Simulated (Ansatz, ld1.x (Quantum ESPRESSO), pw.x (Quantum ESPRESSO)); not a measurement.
Hf (Z = 72): one change to the TM potential, in the atom and in the diamond crystal

* Element: hafnium
* Generator: ld1.x (Quantum ESPRESSO) 7.5
* Type: norm-conserving Troullier–Martins (Kleinman–Bylander form)
* Functional: PBE
* Relativity: scalar-relativistic
* Frozen core: [Xe] 4f14
* Valence charge: 4
* Reference configuration: 5d2 6s1.75 6p0.25
* Partial waves: 6s (bound): rc 2.45 bohr; 5d (bound): rc 2.10 bohr; 6p (bound): rc 4.05 bohr
* Local potential: the p channel
* Core correction: none

Change: local potential all-electron potential smoothed inside 2.00 bohr (lloc = -1).

Cutoffs, loose and tight: the cutoffs (Ry, on a coarse ladder) from which the occupation-weighted sum of valence levels, in a spherical-Bessel basis at the reference potential, stays within 10 and 1 mRy of its value at 400 Ry. They do not see the model core or the augmentation charge, which bear on the density cutoff. Test errors are all-electron minus pseudo excitation energies from the reference, over the configurations 5d2 6s2 6p0; 5d2 6s1 6p0; 5d2 6s0 6p0; 5d2 6s1 6p1; 5d2 6s1.5 6p0; 5d1 6s2 6p1; 5d2.5 6s1.5 6p0; variants that change the core or the reference have their own tests.

Crystal test: diamond Hf in pw.x 7.5, no spin, 8³ k-points, Fermi–Dirac smearing 0.01 Ry, cutoffs set for each file from its atomic test. The reference is all-electron LAPW (Ansatz 0.2.0) with the same functional, mesh and smearing; V0 and B0 come from Birch–Murnaghan fits to the pressures at five volumes. Errors are pseudo minus all-electron; Δ is the rms difference of the E(V) curves that follow from these fits, minima aligned, over ±6 % about the mean V0. Mesh and smearing are coarse, so the numbers serve the comparison and aren't converged zero-temperature values; the lattice is a test structure that the element need not adopt.

All-electron: a0 = 6.558 Å (V0 = 35.25 Å³/atom), B0 = 29.4 GPa.

Q: Does the change bring the crystal closer to the all-electron result?

A: The mean pressure error goes from +4.14 to +17.24 GPa, so the change moves the solid further from the all-electron pressures. Neither pressure curve crosses zero within the volumes sampled, so no fits are given.

```csv
quantity,base,changed
outcome (atom),generated,generated
"cutoff, loose (atom)",25 Ry,21 Ry
"cutoff, tight (atom)",30 Ry,30 Ry
bound ghosts (atom),none,"s, p"
largest test error (meV) (atom),+95,+141 over the solved tests; 2 of 7 tests not solved or not reliable
cutoffs in pw.x (Ry),40/160,40/160
mean pressure error (GPa),+4.14,+17.24
```

Base: The largest radius (4.05 bohr) exceeds half the bond length (2.68 bohr), so the spheres overlap, which is one possible source of error among others. This is a poor potential for the solid. Changed file: The largest radius (4.05 bohr) exceeds half the bond length (2.68 bohr), so the spheres overlap, which is one possible source of error among others. This is a poor potential for the solid. Note: ghost states, extra bound levels that the all-electron valence spectrum of the same l lacks: s at -42.4 eV, p at -4.5 eV. A true bound ghost makes a file unfit for plane-wave use. Atomic configuration tests: 2 of 7 tests not solved or not reliable.
